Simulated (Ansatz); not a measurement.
# Ionic part of the dielectric constant of CsCl at 50 GPa, mode by mode

Level of theory: DFT LDA, scalar-relativistic, plane waves, PAW in Ansatz 0.2.0. Plane waves to 420 eV; Γ-centred k mesh 8×8×8; fixed occupations. No spin polarisation. Phonons by linear response, acoustic sum rule imposed.

Symmetry: Pm-3m, No. 221, cubic system. The conventional cell has a = 3.323 Å, b = 3.323 Å, c = 3.323 Å, α = 90.00°, β = 90.00°, γ = 90.00°. Around Cs (site symmetry m-3m) lie 8 Cl at 2.88 Å. Cl (site symmetry m-3m) has 8 Cs at 2.88 Å as nearest neighbours.

Spin–orbit coupling is left out, which matters for heavy elements. Other phases may be more stable at this pressure.

The primitive cell has V = 36.71 Å³ and ε∞,zz = 5.123. Each polar mode adds Δε = (4.92064×10⁷/V)·S/ν² along z, with S its oscillator strength in e²/amu, ν in cm⁻¹ and V in Å³.

Q: From these modes, find each Δε and ε0,zz.
```json
{"ν (cm⁻¹)": "307.8", "S_zz (e²/amu)": "0.08618"}
```

A:
```
ν (cm⁻¹)    Δε
   307.8  1.22
```

The sum is 1.220, so ε0,zz = 6.34; the run's tensor has 6.34.

Q: Where do the longitudinal modes lie for a wave vector along z?

A: At 342 cm⁻¹. The Lyddane–Sachs–Teller product Π(ν_LO/ν_TO)² = 1.24 matches ε0/ε∞ = 1.24.